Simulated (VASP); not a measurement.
Crystal: BN.

```
B N
1.0
     2.55619    0.00000    0.00000
     0.00000    3.61500    0.00000
     0.00000    0.00000    2.57549
B N
2 2
Direct
  0.00000 0.00000 0.00000
  0.50000 0.50000 0.50000
  0.00000 0.25000 0.50000
  0.50000 0.75000 0.00000
```

The cell was built by a generator and isn't the measured one.

Base run:

* Program: VASP 6.6.1
* Functional: PBE
* Potentials or basis: VASP PAW PBE potentials, release 64 (B, N)
* Cutoff: 520 eV
* k mesh: 9 × 7 × 9
* Occupations: gaussian, width 0.02 eV
* Spin: no spin polarisation

Its results: band gap on the k mesh 4.38 eV.

Q: The run is repeated on the same cell with these changes: functional from PBE to r2SCAN; further incar settings from ALGO = Fast; EDIFF = 1e-06 to ALGO = Normal; EDIFF = 1e-06. What comes out?

A: Band gap on the k mesh 4.89 eV.
